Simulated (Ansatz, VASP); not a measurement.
## Ti in VASP and in Ansatz

```xyz
1
Lattice="0.0000 2.1224 2.1224 2.1224 0.0000 2.1224 2.1224 2.1224 0.0000" Properties=species:S:1:pos:R:3 pbc="T T T"
Ti    0.0000    0.0000    0.0000
```

Alike in both runs: task single point; functional PBE; k mesh 18 × 18 × 18; occupations gaussian, width 0.1 eV; no spin polarisation.

|  | VASP | Ansatz |
| --- | --- | --- |
| version | VASP 6.6.1 | Ansatz 0.2.0 |
| potentials or method | VASP PAW PBE potentials, release 64 (Ti_sv) | scalar-relativistic, plane waves, PAW |
| plane-wave cutoff (eV) | 520 | 420 |
| valence electrons in the cell | 12 | 12 |

|  | VASP | Ansatz | Ansatz less VASP |
| --- | --- | --- | --- |
| gap on the k mesh at the Fermi level (eV) | none | none | - |
| pressure (GPa) | -8.8 | -8.7 | +0.14 |

A gap of «none» marks a metal or a gap that the smearing closes. With one functional, cell and mesh, what is left measures potentials, basis and numerics.
